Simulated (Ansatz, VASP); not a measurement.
## TiC: VASP beside Ansatz

INCAR

```
ALGO = Normal
EDIFF = 1E-6
ENCUT = 520
ISIF = 2
ISMEAR = -1
LASPH = True
LCHARG = True
LELF = True
LREAL = False
LVHAR = True
LWAVE = False
NBANDS = 15
NELM = 100
PREC = Accurate
SIGMA = 0.05
```

KPOINTS

```
k-points
0
Gamma
  11 11 11
```

The input POSCAR:

```
TiC
1.0
    0.0000000000      2.1657188437      2.1657188437
    2.1657188437      0.0000000000      2.1657188437
    2.1657188437      2.1657188437      0.0000000000
Ti C
1 1
Direct
    0.0000000000      0.0000000000      0.0000000000
    0.5000000000      0.5000000000      0.5000000000
```

Contents of input.yaml:

```yaml
crystal:
  lattice:
    - [0.0, 2.1657188437, 2.1657188437]
    - [2.1657188437, 0.0, 2.1657188437]
    - [2.1657188437, 2.1657188437, 0.0]
  atoms:
    - { symbol: Ti, position: [0.0, 0.0, 0.0] }
    - { symbol: C, position: [0.5, 0.5, 0.5] }
hamiltonian:
  xc: lda
  pseudopotentials: { kind: paw, xc_functional: lda, accuracy: standard }
kpoints:
  mp_grid: { grid: [11, 11, 11] }
  band_path:
    path:
      - [[0.0, 0.0, 0.0], [0.5, 0.0, 0.5], [0.5, 0.25, 0.75], [0.375, 0.375, 0.75], [0.0, 0.0, 0.0], [0.5, 0.5, 0.5], [0.625, 0.25, 0.625], [0.5, 0.25, 0.75], [0.5, 0.5, 0.5], [0.375, 0.375, 0.75]]
      - [[0.625, 0.25, 0.625], [0.5, 0.0, 0.5]]
    npoints: 14
scf:
  occupations: { method: fermi_dirac, width: 0.05 }
  n_extra_bands: 6
output:
  forces: true
  stress: true
  eigenvalues: true
  fatbands: false
```

The cell is a database's computed one.

Alike in both runs: functional LDA; k mesh 11 × 11 × 11; occupations fermi-dirac, width 0.05 eV; no spin polarisation.

|  | VASP | Ansatz |
| --- | --- | --- |
| version | VASP 6.6.1 | Ansatz 0.2.0 |
| potentials or method | VASP PAW LDA potentials, release 64 (Ti_sv, C) | JTH PAW LDA |
| plane-wave cutoff (eV) | 520 | 1230 |
| valence electrons in the cell | 16 | 16 |
| task | single point | band structure |

```tsv
	VASP	Ansatz	Ansatz less VASP
gap on the k mesh at the Fermi level (eV)	none	none	-
pressure (GPa)	-12.0	-11.9	+0.09
```

A gap of «none» marks a metal or a gap that the smearing closes.
